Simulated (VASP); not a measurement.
Input of a VASP 6.6.1 run:

The input POSCAR:

```
Si
1.0
    0.0000000000      2.7218511865      2.7218511865
    2.7218511865      0.0000000000      2.7218511865
    2.7218511865      2.7218511865      0.0000000000
Si
2
Direct
    0.5000000000      0.5000000000      0.5000000000
    0.7500000000      0.7500000000      0.7500000000
```

File INCAR.step1:

```
SYSTEM = Si
  PREC = Accurate
  ENCUT = 600
  EDIFF = 1E-5
  ISMEAR = -1
  SIGMA = 0.05
  LREAL = .FALSE.
  LASPH = .TRUE.
  NELM = 100
  ALGO = Normal
  LWAVE = .TRUE.
  LCHARG = .FALSE.
  GGA = PE
```

INCAR.step2

```
SYSTEM = Si
  PREC = Accurate
  ENCUT = 600
  EDIFF = 1E-6
  ISMEAR = -1
  SIGMA = 0.05
  LREAL = .FALSE.
  LASPH = .TRUE.
  NELM = 100
  ALGO = Normal
  ISIF = 3
  LWAVE = .FALSE.
  LCHARG = .FALSE.
  GGA = PE
  LHFCALC = .TRUE.
  HFSCREEN = 0.2
  PRECFOCK = Normal
  IBRION = 2
  NSW = 40
  EDIFFG = -0.02
  ISTART = 1
```

File KPOINTS:

```
Automatic mesh
0
G
  4 4 4
  0 0 0
```

Potentials or basis: VASP PAW PBE potentials, release 64 (Si).

The run is started by

```sh
$ cat potpaw_PBE.64/Si/POTCAR > POTCAR
$ cp INCAR.step1 INCAR
$ mpirun -np 1 vasp_std > vasp.out
$ cp INCAR.step2 INCAR
$ mpirun -np 1 vasp_std > vasp.out
```

(1) Predict the band gap on the k mesh.

## Answers

(1) 1.36 eV, indirect (least direct gap 3.37 eV).

Caveat: the k mesh is coarse (spacing up to 0.50 Å⁻¹), so the values aren't converged, least of all with exact exchange; the relaxation stopped at its first step, so nothing moved.
